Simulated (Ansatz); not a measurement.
Crystal: BN.

```
N B
1.0
     2.49824    0.00000    0.00000
    -1.24912    2.16354    0.00000
     0.00000    0.00000    6.63570
N B
2 2
Direct
  0.66667 0.33333 0.25000
  0.33333 0.66667 0.75000
  0.66667 0.33333 0.75000
  0.33333 0.66667 0.25000
```

```yaml
Program: Ansatz 0.2.0
Task: single point
Functional: PBE
Potentials_or_basis: all-electron LAPW, scalar-relativistic
Cutoff: 526 eV (chosen from the basis error)
Basis_error_allowed: 0.001 eV/atom
k_mesh: 12 × 12 × 4
Occupations: fermi-dirac, width 0.05 eV
Spin: no spin polarisation
```

On this cell: pressure 5.0 GPa; largest force under 0.003 eV/Å; band gap on the k mesh 4.29 eV, indirect (least direct gap 4.66 eV).

The same run follows on a disturbed copy (atoms moved at random, drawn with an rms of 0.05 Å):

```xyz
4
Lattice="2.4982 0.0000 0.0000 -1.2491 2.1635 0.0000 0.0000 0.0000 6.6357" Properties=species:S:1:pos:R:3 pbc="T T T"
N     1.2477    0.6939    1.6706
N     0.0011    1.4403    4.9751
B     1.2633    0.7492    4.9890
B     0.0108    1.4374    1.6440
```

**Question.** What changes?

**Answer.** The energy moves by +10.6 meV/atom; pressure 5.3 GPa; largest force 1.383 eV/Å; band gap on the k mesh 4.22 eV, indirect (least direct gap 4.63 eV).

Forces on the atoms (eV/Å):
```
N    0.482  0.968 -0.363
N    0.608  1.222  0.205
B   -0.608 -1.225 -0.205
B   -0.482 -0.966  0.363
```

Stress tensor (GPa, compression positive):
```
6.90 0.16 0.02
0.16 6.19 0.04
0.02 0.04 2.94
```

Caveats: this functional lacks dispersion, which binds the layers, so the pressure and a relaxed spacing across them are unreliable (some runs).

A k mesh can miss the band edges.
